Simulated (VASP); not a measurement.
# Fe (Fd-3m) in VASP: notebook

One crystal, Fe, is run at these levels: BLYP; tasks: single point.

Program: VASP 6.6.1. These are calculated values, not measurements. Logs are shortened: lines on timing, memory, paths and dates and some standing lists are left out, and cuts for length are marked.

### 1 Starting point

It takes space group Fd-3m (No. 227, cubic). Conventional cell: a = 4.943 Å, b = 4.943 Å, c = 4.943 Å, α = 90.00°, β = 90.00°, γ = 90.00°. Fe (site symmetry -43m) is surrounded by 4 Fe at 2.14 Å.

This isn't the form of Fe at room conditions, which is bcc.

### 2 Single point, BLYP

INCAR reads:

```
SYSTEM = Fe
  PREC = Accurate
  ENCUT = 520
  EDIFF = 1E-6
  ISMEAR = -1
  SIGMA = 0.1
  LREAL = .FALSE.
  LASPH = .TRUE.
  NELM = 80
  ALGO = Normal
  ISIF = 2
  LWAVE = .FALSE.
  LCHARG = .FALSE.
  GGA = B5
  ALDAX = 1.0
  AGGAX = 1.0
  AGGAC = 1.0
  ALDAC = 0.0
  NBANDS = 15
```

KPOINTS reads:

```
Automatic mesh
0
G
  18 18 18
  0 0 0
```

POSCAR reads:

```
Fe
1.0
    0.0000000000      2.4717227966      2.4717227966
    2.4717227966      0.0000000000      2.4717227966
    2.4717227966      2.4717227966      0.0000000000
Fe
2
Direct
    0.1250000000      0.1250000000      0.1250000000
    0.8750000000      0.8750000000      0.8750000000
```

Potentials or basis: VASP PAW PBE potentials, release 64 (Fe).

Run with:

```bash
$ cat potpaw_PBE.64/Fe/POTCAR > POTCAR
$ mpirun -np 1 vasp_std > vasp.out
```

OUTCAR:

```text
SYSTEM = Fe
   PREC = Accurate
   ENCUT = 520
   EDIFF = 1E-6
   ISMEAR = -1
   LREAL = .FALSE.
   LASPH = .TRUE.
   NELM = 80
   ISIF = 2
   GGA = B5

 ion  position               nearest neighbor table
   1  0.125  0.125  0.125-   2 2.14   2 2.14   2 2.14   2 2.14
   2  0.875  0.875  0.875-   1 2.14   1 2.14   1 2.14   1 2.14

  LATTYP: Found a face centered cubic cell.
 ALAT       =     4.9434455932

  Lattice vectors:

 A1 = (   0.0000000000,   2.4717227966,   2.4717227966)
 A2 = (   2.4717227966,   0.0000000000,   2.4717227966)
 A3 = (   2.4717227966,   2.4717227966,   0.0000000000)

Analysis of symmetry for initial positions (statically):
=====================================================================
 Subroutine PRICEL returns:
 Original cell was already a primitive cell.

 Routine SETGRP: Setting up the symmetry group for a
 face centered cubic supercell.

 Subroutine GETGRP returns: Found 48 space group operations
 (whereof 12 operations were pure point group operations)
 out of a pool of 48 trial point group operations.

The static configuration has the point symmetry D_3d.
 The point group associated with its full space group is O_h .

Analysis of symmetry for dynamics (positions and initial velocities):
=====================================================================
 Subroutine PRICEL returns:
 Original cell was already a primitive cell.

 Routine SETGRP: Setting up the symmetry group for a
 face centered cubic supercell.

 Subroutine GETGRP returns: Found 48 space group operations
 (whereof 12 operations were pure point group operations)
 out of a pool of 48 trial point group operations.

The dynamic configuration has the point symmetry D_3d.
 The point group associated with its full space group is O_h .

 Subroutine INISYM returns: Found 48 space group operations
 (whereof 12 operations are pure point group operations),
 and found     1 'primitive' translations

----------------------------------------------------------------------------------------

                                     Primitive cell

  volume of cell :      30.2016

  direct lattice vectors                    reciprocal lattice vectors
     0.000000000  2.471722797  2.471722797    -0.202288056  0.202288056  0.202288056
     2.471722797  0.000000000  2.471722797     0.202288056 -0.202288056  0.202288056
     2.471722797  2.471722797  0.000000000     0.202288056  0.202288056 -0.202288056

  length of vectors
[... 93 lines left out ...]
   NELECT =      16.0000    total number of electrons
   NUPDOWN=      -1.0000    fix difference up-down
   EMIN   =  10.00;   EMAX   =-10.00  energy-range for DOS
   EFERMI =   0.00;   METHOD = LEGACY
   ISMEAR =    -1;   SIGMA  =   0.10  broadening in eV -4-tet -1-fermi 0-gaus
   EFERMI_NEDOS =   21; number of points for ismear=-14 and -15
   IALGO  =     38    algorithm
   IMIX   =      4    mixing-type and parameters
     AMIX     =   0.40;   BMIX     =  1.00
     AMIX_MAG =   1.60;   BMIX_MAG =  1.00
  volume/ion in A,a.u.               =      15.10       101.91
  Fermi-wavevector in a.u.,A,eV,Ry     =   1.324662  2.503248 23.874541  1.754729
  Thomas-Fermi vector in A             =   2.454180
   LORBIT       =      0    0 simple, 1 ext, 2 COOP (PROOUT), +10 PAW based schemes
   GGA     = B5    functional components
   LHFCALC =     F    Hartree Fock is set to
   AEXX    =    0.0000 exact exchange contribution
   IVDW    =     0    specifies the selected vdW correction
   LEPSILON=     F    determine dielectric tensor
   LRPA    =     F    only Hartree local field effects (RPA)
 non-spin polarized calculation
  energy-cutoff  :      520.00
  volume of cell :       30.20
 maximum number of plane-waves:       869
 NGX is ok and might be reduce to    28
   NGX = 13   NGY = 13   NGZ = 13

 number of electron      15.9999991 magnetization

 Free energy of the ion-electron system (eV)
  ---------------------------------------------------
  ext. energy  EPLUGINS =         0.00000000
  ---------------------------------------------------
  free energy    TOTEN  =       -12.56996798 eV

  energy without entropy =      -12.48261789  energy(sigma->0) =      -12.52629294

 E-fermi :   3.7279     XC(G=0): -10.6489

 val. band max:        3.7252309193   @ k =   0.4444   0.0556   0.0000
 cond. band min:       3.7286719496   @ k =  -0.2222   0.1111   0.0000
 fundamental gap:      0.0034410303
 Fermi energy:         3.7278980467

 k-point     1 :       0.0000    0.0000    0.0000
  band No.  band energies     occupation
      1      -2.5912      2.00000
      2       1.1246      2.00000
      3       1.1246      2.00000
      4       1.3975      2.00000
      5       1.3975      2.00000
      6       1.3975      2.00000
      7       3.3336      1.96196
      8       3.3336      1.96195
      9       3.3336      1.96195
     10       4.8701      0.00002
     11       4.8701      0.00002
     12      17.6966      0.00000
     13      17.6966      0.00000
     14      17.6966      0.00000
[... 401 lines left out ...]
      2       0.8503      2.00000
      3       1.0531      2.00000
      4       1.4792      2.00000
      5       1.6707      2.00000
      6       1.8528      2.00000
      7       2.8067      1.99980
      8       3.2661      1.98044
      9       3.5297      1.75784
     10       4.7325      0.00009
     11       4.9204      0.00001
     12      10.7276      0.00000
     13      14.1056      0.00000
     14      15.9576      0.00000
     15      17.5167      0.00000

 [... further k-points ...]

------------------------ aborting loop because EDIFF is reached ----------------------------------------

  FORCE on cell =-STRESS in cart. coord.  units (eV):
  Direction    XX          YY          ZZ          XY          YZ          ZX
  --------------------------------------------------------------------------------------
  -------------------------------------------------------------------------------------
  Total       -0.1589196     -0.1589196     -0.1589196      0.0000000     -0.0000000      0.0000000
  in kB       -8.4306039     -8.4306039     -8.4306039      0.0000000     -0.0000000      0.0000000
  external PRESSURE =      -8.4306039 kB  Pullay stress =       0.0000000 kB

 VOLUME and BASIS-vectors are now :
 -----------------------------------------------------------------------------
  energy-cutoff  :      520.00
  volume of cell :       30.20
      direct lattice vectors                 reciprocal lattice vectors
     0.000000000  2.471722797  2.471722797    -0.202288056  0.202288056  0.202288056
     2.471722797  0.000000000  2.471722797     0.202288056 -0.202288056  0.202288056
     2.471722797  2.471722797  0.000000000     0.202288056  0.202288056 -0.202288056

 POSITION                                       TOTAL-FORCE (eV/Angst)
 -----------------------------------------------------------------------------------
      0.61793      0.61793      0.61793        -0.000000     -0.000000     -0.000000
      4.32551      4.32551      4.32551         0.000000      0.000000      0.000000
 -----------------------------------------------------------------------------------
    total drift:                                0.000000      0.000000      0.000000

  FREE ENERGIE OF THE ION-ELECTRON SYSTEM (eV)
  ---------------------------------------------------
  free  energy   TOTEN  =       -12.5699679811 eV

  energy  without entropy=      -12.4826178892  energy(sigma->0) =      -12.52629294
```

OSZICAR:

```text
N       E                     dE             d eps       ncg     rms          rms(c)
DAV:   1     0.839828046734E+02    0.83983E+02   -0.70651E+03  5850   0.128E+03
DAV:   2    -0.116713435456E+02   -0.95654E+02   -0.83117E+02  5857   0.233E+02
DAV:   3    -0.139933055763E+02   -0.23220E+01   -0.22176E+01  6830   0.535E+01
DAV:   4    -0.140104133229E+02   -0.17108E-01   -0.17104E-01  6620   0.406E+00
DAV:   5    -0.140106845728E+02   -0.27125E-03   -0.27125E-03  7019   0.497E-01    0.111E+01
DAV:   6    -0.129262041478E+02    0.10845E+01   -0.92564E+00  6942   0.577E+01    0.360E+00
DAV:   7    -0.125901758812E+02    0.33603E+00   -0.12642E+00  7110   0.211E+01    0.142E+00
DAV:   8    -0.125715873456E+02    0.18589E-01   -0.15963E-02  7015   0.189E+00    0.466E-01
DAV:   9    -0.125699556387E+02    0.16317E-02   -0.25796E-03  6486   0.648E-01    0.605E-02
DAV:  10    -0.125699608694E+02   -0.52307E-05   -0.84227E-05  6843   0.152E-01    0.139E-02
DAV:  11    -0.125699674484E+02   -0.65791E-05   -0.14582E-05  6179   0.470E-02    0.282E-03
DAV:  12    -0.125699679811E+02   -0.53262E-06   -0.29942E-07  5214   0.667E-03
   1 F= -.12569968E+02 E0= -.12526293E+02  d E =-.873501E-01
```

It took 80 s on 1 thread of Intel Xeon Platinum 8375C at 2.90GHz (Ice Lake), shared host; peak memory 0.21 GiB.

Results:

```
Free energy            : -12.5700 eV
Pressure               : -0.8 GPa
Band gap on the k mesh : none (metal or under the smearing width)
```

Caveat: the PAW data sets were made with another functional, which shifts forces and pressure a little; the run has no spin polarisation, though such a crystal can be magnetic. Spin polarisation is off, so any magnetic state and its effect on volume and gap are missing.

### 3 Single point, BLYP

INCAR reads:

```
AGGAC = 1.0 ; AGGAX = 1.0
ALDAC = 0.0 ; ALDAX = 1.0
ALGO = Fast ; EDIFF = 1E-7
ENCUT = 520 ; GGA = B5
ISIF = 2 ; ISMEAR = -1
LASPH = T ; LCHARG = F
LREAL = F ; LWAVE = F
NBANDS = 15 ; NELM = 80
PREC = Accurate ; SIGMA = 0.1
```

KPOINTS reads:

```
k-points
0
Gamma
  11 11 11
```

POSCAR is that of step 2.

Potentials or basis: VASP PAW PBE potentials, release 64 (Fe).

Run with:

```bash
$ cat potpaw_PBE.64/Fe/POTCAR > POTCAR
$ mpirun -np 1 vasp_std > vasp.out
```

OUTCAR:

```text
EDIFF = 1E-7
   ENCUT = 520
   GGA = B5
   ISIF = 2
   ISMEAR = -1
   LASPH = T
   LREAL = F
   NELM = 80
   PREC = Accurate

 ion  position               nearest neighbor table
   1  0.125  0.125  0.125-   2 2.14   2 2.14   2 2.14   2 2.14
   2  0.875  0.875  0.875-   1 2.14   1 2.14   1 2.14   1 2.14

  LATTYP: Found a face centered cubic cell.
 ALAT       =     4.9434455932

  Lattice vectors:

[... 619 lines left out ...]
     15      17.0871      0.00000

 [... further k-points ...]

------------------------ aborting loop because EDIFF is reached ----------------------------------------

  FORCE on cell =-STRESS in cart. coord.  units (eV):
  Direction    XX          YY          ZZ          XY          YZ          ZX
  --------------------------------------------------------------------------------------
  -------------------------------------------------------------------------------------
  Total       -0.1713371     -0.1713371     -0.1713371     -0.0000000      0.0000000     -0.0000000
  in kB       -9.0893489     -9.0893489     -9.0893489     -0.0000000      0.0000000     -0.0000000
  external PRESSURE =      -9.0893489 kB  Pullay stress =       0.0000000 kB

 VOLUME and BASIS-vectors are now :
 -----------------------------------------------------------------------------
  energy-cutoff  :      520.00
  volume of cell :       30.20
      direct lattice vectors                 reciprocal lattice vectors
     0.000000000  2.471722797  2.471722797    -0.202288056  0.202288056  0.202288056
     2.471722797  0.000000000  2.471722797     0.202288056 -0.202288056  0.202288056
     2.471722797  2.471722797  0.000000000     0.202288056  0.202288056 -0.202288056

 POSITION                                       TOTAL-FORCE (eV/Angst)
 -----------------------------------------------------------------------------------
      0.61793      0.61793      0.61793         0.000000     -0.000000      0.000000
      4.32551      4.32551      4.32551        -0.000000      0.000000     -0.000000
 -----------------------------------------------------------------------------------
    total drift:                                0.000000     -0.000000     -0.000000

  FREE ENERGIE OF THE ION-ELECTRON SYSTEM (eV)
  ---------------------------------------------------
  free  energy   TOTEN  =       -12.5699355871 eV

  energy  without entropy=      -12.4823669508  energy(sigma->0) =      -12.52615127
```

stdout:

```text
POSCAR found type information on POSCAR Fe
 POSCAR found :  1 types and       2 ions
 scaLAPACK will be used
 -----------------------------------------------------------------------------
|                                                                             |
|                                                                             |
|     You enforced a specific xc type in the INCAR file but a different       |
|     I HOPE YOU KNOW WHAT YOU ARE DOING!                                     |
|                                                                             |
 -----------------------------------------------------------------------------

 LDA part: xc-table for (Slater(with rela. corr.)+VWN5), standard interpolation
 POSCAR, INCAR and KPOINTS ok, starting setup
 FFT: planning ... GRIDC
 FFT: planning ... GRID_SOFT
 FFT: planning ... GRID
 WAVECAR not read
 entering main loop
```

Run time: 46 s. Hardware: 1 thread of Intel Xeon Platinum 8375C at 2.90GHz (Ice Lake), shared host; peak memory 0.16 GiB.

Results:

| Quantity | Value |
| --- | --- |
| Free energy | -12.5699 eV |
| Pressure | -0.9 GPa |
| Band gap on the k mesh | none (metal or under the smearing width) |

Caveat: the PAW data sets were made with another functional, which shifts forces and pressure a little; the run has no spin polarisation, though such a crystal can be magnetic. Spin polarisation is off, so any magnetic state and its effect on volume and gap are missing.
